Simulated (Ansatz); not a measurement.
Results of r²SCAN+rVV10 (plane waves, PAW; Ansatz, a quantum-chemistry and plane-wave program) for rock-salt NaBr.

Numerical settings: plane-wave cutoff 560 eV, 10×10×10 k mesh, Fermi–Dirac smearing 0.01 eV, scalar-relativistic PAW data made under PBE.

Cell (relaxed at this level):

NaBr is taken in the cubic space group Fm-3m (No. 225), the rock salt structure, Pearson symbol cF8. Cell: a = 5.8976 Å, b = 5.8976 Å, c = 5.8976 Å, α = 90.00°, β = 90.00°, γ = 90.00°. Na on 4a is coordinated by 6 Br at 2.949 Å (octahedral). Br on 4b is surrounded by 6 Na at 2.949 Å (octahedral). (Neighbours: up to the widest gap in distance over summed covalent radii, below 1.35, at either atom; cation-cation and far metal-metal contacts left out.)
(The calculation used a cell of 2 atoms; values per cell refer to that cell.)

### Question
What does this level give for the bulk modulus, band gap, width of the whole s-p valence band and pressure derivative B′ of the bulk modulus?

### Answer

- bulk modulus: 24.3 GPa
- band gap: 4.99 eV (direct)
- width of the whole s-p valence band: 13.33 eV
- pressure derivative B′ of the bulk modulus: 4.7

Measured, for comparison: band gap 7.1 eV (temperature not stated, no zero-point or thermal correction; as tabulated in Aguado et al. (1998), arXiv:cond-mat/9809176); bulk modulus 22.6 GPa (4 K, zero-point motion not removed; as tabulated in Doll and Stoll (1998), arXiv:cond-mat/9801031). Computed (rounded) less measured: bulk modulus +8 %.

Spin–orbit coupling is not included.

The computed numbers hold no vibrational or temperature effects.
